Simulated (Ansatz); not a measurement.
LiCl (Fm-3m), quasi-harmonic thermal expansion: input and output

Computed with PBEsol, PAW on Ansatz 0.2.0's default frozen-core files (fitted under PBE), scalar-relativistic; not a measurement.

Cell and atoms were relaxed beforehand by PAW with this functional.

Command:

```sh
ansatz run input.yaml --threads 2 --pin off --max-ram 5120MiB --backend cpu --events-out ev --progress --plain --runs-dir out
```

input.yaml:

```yaml
crystal:
  lattice:
    - [0.0, 2.53140522817, 2.53140522817]
    - [2.53140522817, 0.0, 2.53140522817]
    - [2.53140522817, 2.53140522817, 0.0]
  atoms:
    - { symbol: Li, position: [0.0, 0.0, 0.0] }
    - { symbol: Cl, position: [0.5, 0.5, 0.5] }
kpoints:
  mp_grid: { grid: [8, 8, 8] }
scf:
  occupations: { method: fixed }
hamiltonian:
  xc: pbesol
  pseudopotentials: { kind: paw }
phonons:
  qmesh: [4, 4, 4]
  thermal_expansion: {}
  temperatures: { t_min: 0, t_max: 800, t_step: 50 }
```

Output (shortened where marked):

```
Warning: RAYON_NUM_THREADS=2 ignored (pool sized by the plan → 2); use --threads N
The last accepted step is kept in <dir> (removed where the run ends without a failure and the disk answers)
Engine: ansatz 0.2.0, aarch64-unknown-linux-gnu
Pseudopotentials: kind: paw
Pseudopotential: Li, paw, valence charge 3, recommended cutoff 420 eV (normal), Li.paw.azcp
Pseudopotential: Cl, paw, valence charge 7, recommended cutoff 420 eV (normal), Cl.paw.azcp
Functional definition: PBEsol
  exchange = pbesol_x
  correlation = pbesol_c
Crystal: 2 atoms, lattice volume = 32.443 Å³
Basis set: ecut = 487.2 eV, 821 PW (Γ), exchange–correlation on 54×54×54 points (8 copies of the dense FFT grid, shifted against one another)
Bands: 9, of which v1, the nominal top of the filled ones, is band 5 counted from 1 (4 counted from 0)
Symmetry: 48 space group operations
Space group: Fm-3m (ITA 225), of the structure as read, at distance tolerance 3.2e-5 Å
k-points: 29 of 512
Non-local potential: Li, projectors of the file, l = 0: 3, l = 1: 2, l = 2: 1
Non-local potential: Cl, projectors of the file, l = 0: 2, l = 1: 2, l = 2: 2
PAW form: soft (Blöchl's): semilocal exchange-correlation on the pseudo side does not see the compensation charge
PAW frozen core: Cl, regenerated for the run's functional, and the local potential with it (the file was generated under x = pbe(κ = 0.804, μ = 0.2195149727645171), c = pbe(β = 0.06672455060314922))
PAW one-centre angular grid: Li, 110 points (default); XC on 64 Gauss nodes
PAW one-centre angular grid: Cl, 110 points (default); XC on 64 Gauss nodes
Initial density: superposition of atomic densities (neutral atoms: chi_scale 0, normalization atom), corrected by the library's trained network
Initial wavefunctions: pseudopotential atomic-orbital guess
Functional: x = pbesol(κ = 0.804, μ = 0.12345679012345678), c = pbesol(β = 0.046)
[... 71 lines left out ...]
  F+E_penalty+E_count = -1267.48154778 eV   max|allowed force component| = 1.364e-29 eV/Å
  atoms:
    - { symbol: Li, position: [0.0, 0.0, 0.0] }
    - { symbol: Cl, position: [0.49999999999999994, 0.49999999999999994, 0.49999999999999994] }
--- Thermal expansion: 14 cells in 4 rounds, 0 GPa ---
  no lower state was reached at cell 4
  without vibrations: a 3.58096, b 3.58096, c 3.58096 Å, V 32.4701 Å³, B 35.08 GPa
  at 0 K: a 3.60481, b 3.60481, c 3.60481 Å, V 33.1232 Å³, B 32.71 GPa
  zero-point expansion: a +0.666, b +0.666, c +0.666, V +2.012 %
      T/K        a/Å        b/Å        c/Å       V/Å³ | expansion of a, b, c, V (1e-6/K)   | that of V in the mean from 25 °C | C_P, C_V (J/mol K of the cell) | B_T, B_S (GPa)
     0.00    3.60481    3.60481    3.60481    33.1232 |    0.00    0.00    0.00    0.00 |  110.57 |     0.000     0.000 |    32.71    32.71
   100.00    3.60906    3.60906    3.60906    33.2406 |   30.75   30.75   30.75   92.26 |  149.08 |    29.173    28.642 |    31.17    31.74
   200.00    3.62457    3.62457    3.62457    33.6709 |   51.86   51.86   51.86  155.58 |  172.96 |    45.478    42.677 |    28.53    30.41
   298.15    3.64532    3.64532    3.64532    34.2524 |   64.42   64.42   64.42  193.26 |       - |    52.476    46.584 |    25.65    28.90
   350.00    3.65828    3.65828    3.65828    34.6192 |   73.12   73.12   73.12  219.36 |  206.50 |    55.763    47.541 |    23.42    27.46
   450.00    3.69206    3.69206    3.69206    35.5869 |  129.35  129.35  129.35  388.05 |  256.56 |    69.562    48.588 |    14.44    20.68
   550.00  the crystal comes to no rest above 450 K within reach of its cells: the search for the crystal at rest had not settled after 100 steps
   650.00  the crystal comes to no rest above 450 K within reach of its cells: the search for the crystal at rest had not settled after 100 steps
   750.00  the crystal comes to no rest above 450 K within reach of its cells: the search for the crystal at rest had not settled after 100 steps
   800.00  the crystal comes to no rest above 450 K within reach of its cells: the search for the crystal at rest had not settled after 100 steps
  the static fit leaves 0.000 meV an atom of the energies and, of the stresses, 0.000 GPa of each cell's largest along a strain (root mean squares over the cells), whose Pulay part it has at -0.004 GPa
  vibrations' free energy: its fit leaves 0.1936 meV an atom at the most
  the electrons' free energy at temperature is not in it: every band gap is over 0.83 eV
  free energies summed between the sampled wave vectors
  estimated error of the fitted expansion in any direction: up to 17.849e-6/K, at 450 K (an estimate, not a bound: it was exceeded on models of known expansion)
  by sums over the sampled wave vectors an expansion of the volume parts by up to 1.84e-6/K
  by a static energy of one degree less an expansion of the volume parts by up to 6.10e-6/K
  the FFT grids of the static calculations differ: 27 × 27 × 27, 30 × 30 × 30
  band gaps on the cells' k-points are 5.393 to 6.531 eV
```

Self-consistency was reached.

**Thermal expansion**

Quasi-harmonic lattice of a crystal by Kohn-Sham DFT: finite-displacement phonons on strained cells about the given cell, electrons' free energy included in metals.

```
temperature (K)  volume expansion coefficient (×10⁻⁶/K)  volume over given cell less one (%)  heat capacity constant pressure (k_B/atom)  isothermal bulk modulus (GPa)  grueneisen parameter
             50                                   29.61                                 2.14                                      0.6187                          32.35                 1.863
            100                                   92.26                                 2.46                                       1.754                          31.17                 2.009
            150                                   130.9                                3.042                                       2.381                          29.83                 2.067
            200                                   155.6                                3.786                                       2.735                          28.53                 2.109
            250                                   174.8                                4.648                                       2.972                          27.19                 2.151
            300                                     194                                5.617                                       3.162                          25.58                 2.197
            350                                   219.4                                6.709                                       3.353                          23.42                 2.252
            400                                     264                                7.992                                       3.608                          20.15                 2.331
            450                                   388.1                                9.692                                       4.183                          14.44                 2.472
```

Limits of these numbers: frozen-core PAW files fitted under PBE, their cores solved anew for the functional of the run; expansion moves with the q mesh.

It took 24 min on 2 threads of Arm Neoverse V1, on a shared host, peak memory 0.73 GiB.
